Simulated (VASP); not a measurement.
# Lattice vibrations of Th2TeN2, part 3 of 3

Aim: the phonon dispersion and thermal properties of Th2TeN2. The start is a cell from a database of measured crystal structures.

VASP 6.6.1; PBEsol; plane waves and PAW (Th, Te, N).

So far. Step 2 (Relax the host): The run ended after 5 ionic steps, 0.225 eV below its first step, once the forces on the free atoms met EDIFFG = -0.02. Step 3 (Tight relaxation): The run ended after 3 ionic steps, 0.000 eV below its first step, once the forces on the free atoms met EDIFFG = -0.002.

**4. Born charges and dielectric tensor**

In a polar insulator long-range dipole fields split longitudinal from transverse optical modes; these two tensors supply that term.

INCAR reads:

```
SYSTEM = Th2TeN2
PREC = Accurate
ENCUT = 480
EDIFF = 1E-08
NELM = 120
ISMEAR = 0
SIGMA = 0.05
LREAL = .FALSE.
ALGO = Normal
GGA = PS
NBANDS = 26
LASPH = .TRUE.
LWAVE = .FALSE.
LCHARG = .FALSE.
KPAR = 2
LEPSILON = .TRUE.
```

POSCAR reads:

```
Th2TeN2
1.0
   -2.0422282022      2.0422282022      6.5371242122
    2.0422282022     -2.0422282022      6.5371242122
    2.0422282022      2.0422282022     -6.5371242122
Th Te N
2 1 2
Direct
    0.3369634119      0.3369634119      0.0000000000
    0.6630365881      0.6630365881      0.0000000000
    0.0000000000      0.0000000000      0.0000000000
    0.2500000000      0.7500000000      0.5000000000
    0.7500000000      0.2500000000      0.5000000000
```

KPOINTS reads:

```
Automatic mesh
0
Gamma
9 9 9
0 0 0
```

Potentials, in the order of the species: Th, Te and N (PBE family, release 64).

Started as:

```
$ mpirun -np 8 vasp_std
```

What it wrote:

```text
[banner, memory and clock lines left out]
running    8 mpi-ranks, on    1 nodes
[...]
|                                                                             |
|           W    W    AA    RRRRR   N    N  II  N    N   GGGG   !!!           |
|           W    W   A  A   R    R  NN   N  II  NN   N  G    G  !!!           |
|           W    W  A    A  R    R  N N  N  II  N N  N  G       !!!           |
|           W WW W  AAAAAA  RRRRR   N  N N  II  N  N N  G  GGG   !            |
|           WW  WW  A    A  R   R   N   NN  II  N   NN  G    G                |
|           W    W  A    A  R    R  N    N  II  N    N   GGGG   !!!           |
|                                                                             |
|     For optimal performance we recommend to set                             |
|       NCORE = 2 up to number-of-cores-per-socket                            |
|     NCORE specifies how many cores store one orbital (NPAR=cpu/NCORE).      |
|     This setting can greatly improve the performance of VASP for DFT.       |
|     The default, NCORE=1 might be grossly inefficient on modern             |
|     multi-core architectures or massively parallel machines. Do your        |
|     Unfortunately you need to use the default for GW and RPA                |
|     calculations (for HF NCORE is supported but not extensively tested      |
|     yet).                                                                   |
|                                                                             |

 [... a notice as in an earlier step ...]

 LDA part: xc-table for (Slater+PW92), standard interpolation
|                                                                             |
|           W    W    AA    RRRRR   N    N  II  N    N   GGGG   !!!           |
|           W    W   A  A   R    R  NN   N  II  NN   N  G    G  !!!           |
|           W    W  A    A  R    R  N N  N  II  N N  N  G       !!!           |
|           W WW W  AAAAAA  RRRRR   N  N N  II  N  N N  G  GGG   !            |
|           WW  WW  A    A  R   R   N   NN  II  N   NN  G    G                |
|           W    W  A    A  R    R  N    N  II  N    N   GGGG   !!!           |
|                                                                             |
|     The number of bands has been changed from the values supplied in        |
|     The orbitals not found in the WAVECAR file will be initialized with     |
|     random numbers, which is usually adequate. For correlated               |
|     calculations, however, you should redo the groundstate calculation.     |
|     I found NBANDS = 26. Now, NBANDS = 28.                                  |
|                                                                             |

 POSCAR, INCAR and KPOINTS ok, starting setup
[...]
entering main loop
[...]
Direction:   1
       N       E                     dE             d eps       ncg     rms
RMM:   1    -0.130863849470E+03   -0.13086E+03    0.20415E+03 10086   0.164E+02
RMM:   2    -0.142475792750E+03   -0.11612E+02   -0.78456E+01  8275   0.445E+01
RMM:   3    -0.145967470003E+03   -0.34917E+01   -0.19792E+01  9370   0.130E+01
RMM:   4    -0.146665862191E+03   -0.69839E+00   -0.47979E+00 10389   0.559E+00
[...]
RMM:  20    -0.146903128076E+03   -0.96272E-06    0.35791E-04  9683   0.335E-02
RMM:  21    -0.146903128841E+03   -0.76522E-06   -0.95756E-05  9639   0.326E-02
RMM:  22    -0.146903129165E+03   -0.32471E-06    0.36517E-04  9647   0.320E-02
 Linear response G [H, r] |phi>, progress :
  Direction:   2
       N       E                     dE             d eps       ncg     rms
RMM:   1    -0.131880059252E+03   -0.13188E+03    0.20357E+03 10113   0.162E+02
RMM:   2    -0.144499185672E+03   -0.12619E+02   -0.76150E+01  8226   0.439E+01
RMM:   3    -0.148143773351E+03   -0.36446E+01   -0.20775E+01  9160   0.128E+01
RMM:   4    -0.148849009814E+03   -0.70524E+00   -0.51071E+00 10189   0.554E+00
[...]
RMM:  20    -0.149080296249E+03   -0.10826E-05   -0.72206E-04  9647   0.340E-02
RMM:  21    -0.149080297762E+03   -0.15130E-05   -0.50653E-04  9684   0.330E-02
RMM:  22    -0.149080297973E+03   -0.21123E-06   -0.39803E-04  9671   0.323E-02
 Linear response G [H, r] |phi>, progress :
  Direction:   3
       N       E                     dE             d eps       ncg     rms
RMM:   1    -0.133804719368E+03   -0.13380E+03    0.19113E+03 10018   0.158E+02
RMM:   2    -0.144296599525E+03   -0.10492E+02   -0.60060E+01  8128   0.417E+01
RMM:   3    -0.147329411590E+03   -0.30328E+01   -0.19771E+01  9084   0.125E+01
RMM:   4    -0.148004659668E+03   -0.67525E+00   -0.49851E+00 10115   0.549E+00
[...]
RMM:  21    -0.148272972509E+03   -0.62437E-05   -0.15977E-04  9532   0.312E-02
RMM:  22    -0.148272975002E+03   -0.24933E-05   -0.99904E-04  9521   0.302E-02
RMM:  23    -0.148272977509E+03   -0.25065E-05   -0.20722E-04  9575   0.295E-02
 Linear response to external field (no local field effect), progress :
  Direction:   1
       N       E                     dE             d eps       ncg     rms          rms(c)
RMM:   1    -0.255285169589E+01   -0.25529E+01   -0.12647E+01  8347   0.753E+00
RMM:   2    -0.279900143110E+01   -0.24615E+00   -0.23656E-01  8275   0.263E+00
RMM:   3    -0.285322790064E+01   -0.54226E-01   -0.21613E-01 10207   0.977E-01
RMM:   4    -0.286214336363E+01   -0.89155E-02   -0.48842E-02 10797   0.407E-01
[...]
RMM:  17    -0.286501234789E+01   -0.54890E-07   -0.23809E-05  8346   0.276E-03
RMM:  18    -0.286501237289E+01   -0.24994E-07   -0.15670E-05  8092   0.271E-03
RMM:  19    -0.286501239217E+01   -0.19282E-07   -0.12915E-05  8055   0.268E-03
 change of polarisation eV/A/(eV/A) component  1 :     5.730     0.013    -0.283
 dielectric tensor                  component  1 :    10.507     0.022    -0.470
 Linear response to external field (no local field effect), progress :
  Direction:   2
       N       E                     dE             d eps       ncg     rms          rms(c)
RMM:   1    -0.286407415802E+01   -0.28641E+01   -0.14403E+01  8282   0.760E+00
RMM:   2    -0.319885895943E+01   -0.33478E+00   -0.23855E-01  7946   0.261E+00
RMM:   3    -0.325772040872E+01   -0.58861E-01   -0.23294E-01  9894   0.957E-01
RMM:   4    -0.326657495182E+01   -0.88545E-02   -0.55971E-02 10548   0.405E-01
```

Run time: 21 min. Hardware: 8 MPI ranks of Intel Xeon Platinum 8488C (Sapphire Rapids), shared host.

The run was stopped at its time limit, so it gives no result of its own.

**5. Force constants in the supercell**

System of this step: Th2TeN2. Symmetry: I4/mmm, No. 139, tetragonal system. Conventional cell: a = 4.084 Å, b = 4.084 Å, c = 13.074 Å, α = 90.00°, β = 90.00°, γ = 90.00°. Nearest to Th lie 4 N at 2.34 Å and 5 Te at 3.59 to 4.41 Å and 9 Th at 3.68 to 4.26 Å. Nearest to Te lie 10 Th at 3.59 to 4.41 Å. Nearest to N lie 4 Th at 2.34 Å. Farther neighbours and most contacts between anions are not listed.

Each independent atom is moved by 0.015 Å both ways; the forces give the force constants out to half the supercell.

INCAR reads:

```
SYSTEM = Th2TeN2
PREC = Accurate
ENCUT = 480
EDIFF = 1E-07
NELM = 120
ISMEAR = 0
SIGMA = 0.05
LREAL = Auto
ALGO = Fast
GGA = PS
NBANDS = 192
LASPH = .TRUE.
LWAVE = .FALSE.
LCHARG = .FALSE.
KPAR = 8
IBRION = 6
NSW = 1
NFREE = 2
POTIM = 0.015
ISIF = 0
ADDGRID = .TRUE.
```

POSCAR reads:

```
Th2TeN2
1.0
    6.1266846066     -2.0422282022     -6.5371242122
   -2.0422282022      6.1266846066     -6.5371242122
   -4.0844564044     -4.0844564044     39.2227452732
Th Te N
16 8 16
Direct
    0.1684817059      0.1684817059      0.1684817059
    0.6684817059      0.6684817059      0.1684817059
    0.6684817059      0.1684817059      0.4184817059
    0.1684817060      0.6684817059      0.4184817060
    0.1684817060      0.1684817060      0.6684817060
    0.6684817060      0.6684817060      0.6684817060
    0.6684817060      0.1684817060      0.9184817060
    0.1684817060      0.6684817059      0.9184817060
    0.3315182940      0.3315182940      0.3315182940
    0.8315182940      0.8315182940      0.3315182940
    0.8315182940      0.3315182940      0.5815182940
    0.3315182941      0.8315182941      0.5815182941
    0.3315182941      0.3315182941      0.8315182941
    0.8315182941      0.8315182941      0.8315182941
    0.8315182941      0.3315182940      0.0815182940
    0.3315182941      0.8315182940      0.0815182940
    0.0000000000      0.0000000000      0.0000000000
    0.5000000000      0.5000000000      0.0000000000
    0.5000000000      0.0000000000      0.2500000000
    0.0000000000      0.5000000000      0.2500000000
    0.0000000000      0.0000000000      0.5000000000
    0.5000000000      0.5000000000      0.5000000000
    0.5000000000      0.0000000000      0.7500000000
    0.0000000000      0.5000000000      0.7500000000
    0.6250000000      0.3750000000      0.2500000000
    0.1250000000      0.8750000000      0.2500000000
    0.1250000000      0.3750000000      0.5000000000
    0.6250000000      0.8750000000      0.5000000000
    0.6250000000      0.3750000000      0.7500000000
    0.1250000000      0.8750000000      0.7500000000
    0.1250000000      0.3750000000      0.0000000000
    0.6250000000      0.8750000000      0.0000000000
    0.3750000000      0.6250000000      0.2500000000
    0.8750000000      0.1250000000      0.2500000000
    0.8750000000      0.6250000000      0.5000000000
    0.3750000000      0.1250000000      0.5000000000
    0.3750000000      0.6250000000      0.7500000000
    0.8750000000      0.1250000000      0.7500000000
    0.8750000000      0.6250000000      0.0000000000
    0.3750000000      0.1250000000      0.0000000000
```

KPOINTS reads:

```
Automatic mesh
0
Gamma
5 5 2
0 0 0
```

Started as:

```
$ mpirun -np 8 vasp_std
```

What it wrote:

```text
[banner, memory and clock lines left out]
running    8 mpi-ranks, on    1 nodes
[...]
[... a notice as in an earlier step ...]

 [... a notice as in an earlier step ...]

 LDA part: xc-table for (Slater+PW92), standard interpolation
 POSCAR, INCAR and KPOINTS ok, starting setup
[...]
entering main loop
       N       E                     dE             d eps       ncg     rms          rms(c)
DAV:   1     0.393458903022E+04    0.39346E+04   -0.12385E+05  6912   0.146E+03
DAV:   2     0.525411293205E+03   -0.34092E+04   -0.33315E+04  8504   0.415E+02
DAV:   3    -0.378525096077E+03   -0.90394E+03   -0.88532E+03 10336   0.182E+02
DAV:   4    -0.449782253594E+03   -0.71257E+02   -0.70892E+02  9520   0.615E+01
[...]
RMM:  16    -0.370400137663E+03   -0.50801E-02   -0.54110E-02 12533   0.313E-01    0.179E-01
RMM:  17    -0.370403008105E+03   -0.28704E-02   -0.30123E-02 12165   0.249E-01    0.293E-01
RMM:  18    -0.370405331964E+03   -0.23239E-02   -0.24367E-02 12185   0.206E-01    0.344E-01
WARNING in EDDRMM: call to ZHEGV failed, returncode =   6  3    121
RMM:  19    -0.370406625511E+03   -0.12935E-02   -0.14318E-02 12446   0.170E-01    0.369E-01
RMM:  20    -0.370407660680E+03   -0.10352E-02   -0.11848E-02 12282   0.145E-01    0.305E-01
WARNING in EDDRMM: call to ZHEGV failed, returncode =   8  4     91
RMM:  21    -0.370408227751E+03   -0.56707E-03   -0.80221E-03 12575   0.128E-01    0.268E-01
RMM:  22    -0.370408704365E+03   -0.47661E-03   -0.63424E-03 12276   0.108E-01    0.187E-01
RMM:  23    -0.370409070560E+03   -0.36620E-03   -0.47383E-03 12209   0.958E-02    0.103E-01
RMM:  24    -0.370409393154E+03   -0.32259E-03   -0.38811E-03 12450   0.836E-02    0.495E-02
```

Wall time 3 h (8 MPI ranks).

The run was stopped at its time limit, so it gives no result of its own.

**6. Summary of results**

* result: none

In words: The session ends without its result: «force constants in the supercell» met its time limit.

[Lines on the potential files, build, host, timing and source positions are cut from VASP's logs without a mark.]

[Logs are printed without paths, hosts, clocks, repeated set-up lines and the standing remarks that a program may print on its own settings, such as how far it seeks lower states.]

[Hosts, paths, dates, database ids (printed as entryN), source tags and the programs' standing remarks are cut or masked in the printed files.]

[Runs that stopped without an error message from VASP are left out.]
